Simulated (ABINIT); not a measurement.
An input for ABINIT 10.8.3 (patched build) (HfN):

Contents of run.abi:

```
# Pseudopotentials
pp_dirpath "./"
pseudos "72_Hf_12_2.3_3.0_pbe_n_v1.0.psp8, 07_N_5_1.2_1.4_pbe_n_v1.0.psp8"

# Structure
acell 3*1.0 Angstrom
rprim
     0.0000000000     2.2560000000     2.2560000000
     2.2560000000     0.0000000000     2.2560000000
     2.2560000000     2.2560000000     0.0000000000
ntypat 2
znucl 72 7
natom 2
typat 1 2
xcart
     0.0000000000     0.0000000000     0.0000000000
     2.2560000000     2.2560000000     2.2560000000 Angstrom

# Plane-wave basis
ecut 29.0

# k points
kptopt 1
ngkpt 8 8 8
nshiftk 1
shiftk 0.5 0.5 0.5
chksymbreak 0

# Exchange and correlation
ixc -428
fockdownsampling 2 2 2
hyb_range_fock 0.2
hyb_range_dft 0.2

# Bands and occupations
nband 29
occopt 3
tsmear 0.05 eV

# SCF cycle
nstep 60
toldfe 1.0e-7

# Output
iomode 3
prtwf 0
prteig 0
prtebands 0
enunit 1
prtden 1
prtvha 1
prtvclmb 1
prtpot 1
prtelf 1
```

Potentials or basis: SPMS NC PBE v1.0.

Launch:

```bash
$ mpirun --bind-to none -np 4 abinit run.abi > log 2>&1
```

**Question.** What does the program do with it?

**Answer.** The run stopped without a result. It printed:

run.abo:

```text
.Version 10.8.3 of ABINIT
 Symmetries : space group Fm -3 m (#225); Bravais cF (face-center cubic)
================================================================================
 Values of the parameters that define the memory need of the present run
     intxc =       0    ionmov =       0      iscf =       7    lmnmax =       8
     lnmax =       8     mgfft =      30  mpssoang =       4    mqgrid =    3001
     natom =       2  nloc_mem =       1    nspden =       1   nspinor =       1
    nsppol =       1      nsym =      48    n1xccc =    2501    ntypat =       2
    occopt =       3   xclevel =       2
       mpw =        1185          nfft =       27000          nkpt =          60
[... 106 lines left out ...]

     iter   Etot(hartree)      deltaE(h)  residm     vres2

--- !ERROR
message: |
    The Fock list of fockdownsampling 2 2 2 breaks a symmetry of the calculation:
    the energy would depend on the way in which the k-points are folded.
    Action: choose numbers, and a shift, that keep the symmetry, or nsym 1 with kptopt 3.
...

--- !ERROR
message: |
    The Fock list of fockdownsampling 2 2 2 breaks a symmetry of the calculation:
    the energy would depend on the way in which the k-points are folded.
    Action: choose numbers, and a shift, that keep the symmetry, or nsym 1 with kptopt 3.
...
```
